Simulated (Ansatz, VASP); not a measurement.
**GaN: VASP beside Ansatz**

```
Ga N
1.0
     3.12030    0.00000    0.00000
    -1.56015    2.70226    0.00000
     0.00000    0.00000    5.16364
Ga N
2 2
Cartesian
  0.0000 1.8015 0.0032
  1.5601 0.9008 2.5850
  0.0000 1.8015 1.9332
  1.5601 0.9008 4.5150
```

Change from the starting cell: in-plane strain -0.01, out-of-plane length and atoms relaxed by PAW.

Alike in both runs: functional LDA; k mesh 8 × 8 × 4; no spin polarisation.

Ansatz relaxed the structure, and its values are those at the end. VASP's run is a single point on that final structure, the one shown.

|  | VASP | Ansatz |
| --- | --- | --- |
| version | VASP 6.6.1 | Ansatz 0.2.0 |
| potentials or method | VASP PAW LDA potentials, release 64 (Ga_d, N) | PAW with Ansatz's default frozen-core files, scalar-relativistic |
| plane-wave cutoff (eV) | 520 | 420 |
| occupations | gaussian, width 0.01 eV | fixed |
| valence electrons in the cell | 36 | 36 |

```csv
,VASP,Ansatz,Ansatz less VASP
pressure (GPa),4.4,3.2,-1.20
rms of the force components (eV/Å),0.003,0.000,-0.0033
```
